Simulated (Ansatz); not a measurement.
Runs of Ansatz 0.2.0 on CuO. Symmetry: Cccm, No. 66, orthorhombic system. The conventional cell has a = 3.982 Å, b = 4.307 Å, c = 5.156 Å, α = 90.00°, β = 90.00°, γ = 90.00°. Cu (site symmetry 2/m) has 4 O at 1.95 Å as nearest neighbours. Around O (site symmetry 222) lie 4 Cu at 1.95 Å. Measurements of this composition are mostly on another form, of space group No. 15.

```tsv
task	level	U	cell	k mesh	cutoff (eV)	hubbard projectors	double counting	points for each segment of the path	gap on the mesh (eV)	pressure (GPa)	relaxed volume (Å³/atom)
relaxation of cell and atoms	LDA+U	Cu d U = 4.5 eV	relaxed	9 × 9 × 5	420	ortho-atomic (the default)	fll (the default)	-	none	0.0	10.40
band structure	LDA+U	Cu d U = 4.5 eV	as given	9 × 9 × 5	420	ortho-atomic (the default)	fll (the default)	14	none	-9.8	-
band structure	PBEsol+U	Cu d U = 4.5 eV	as given	9 × 9 × 5	420	ortho-atomic (the default)	fll (the default)	14	none	(b)	-
relaxation of cell and atoms	HSE06	-	relaxed	6 × 6 × 4	420	-	-	-	none	-	10.87
relaxation of cell and atoms	r2SCAN+U	Cu d U = 5.3 eV	relaxed	9 × 9 × 5	500	ortho-atomic (the default)	fll (the default)	-	none	0.0	10.90
band structure	HSE06	-	as given	6 × 6 × 4	420	-	-	4	none	-	-
relaxation of cell and atoms	PBEsol+U	Cu d U = 5 eV	relaxed	9 × 9 × 5	420	ortho-atomic (the default)	fll (the default)	-	none	0.0	10.84
relaxation of cell and atoms	BLYP	-	relaxed	9 × 9 × 5	420	-	-	-	none	0.0	(a)
```

Alike in all rows: potentials or basis Ansatz PAW; no spin polarisation; smearing fermi-dirac 0.05 eV.

Fill in the values left out.

(a) 11.65; (b) -3.7.

Caveats: the run has no spin polarisation, though such a crystal can be magnetic; the PAW data sets come from PBE, with cores solved anew for the run's functional, which leaves a small shift of forces and pressure; the plane-wave basis is chosen anew once the cell has moved, so the energies of steps on either side of that aren't comparable (some runs); U without spin polarisation on a metal has little footing (some runs); the potentials were made for another functional, which shifts forces and pressure (some runs); semilocal functionals often make such compounds metallic where correlation or magnetic order opens a gap, which also shifts bond lengths (some runs).

A k mesh can miss the band edges.

A gap of «none» marks a metal or a gap under the smearing width.

Not every run made on this cell is shown here.
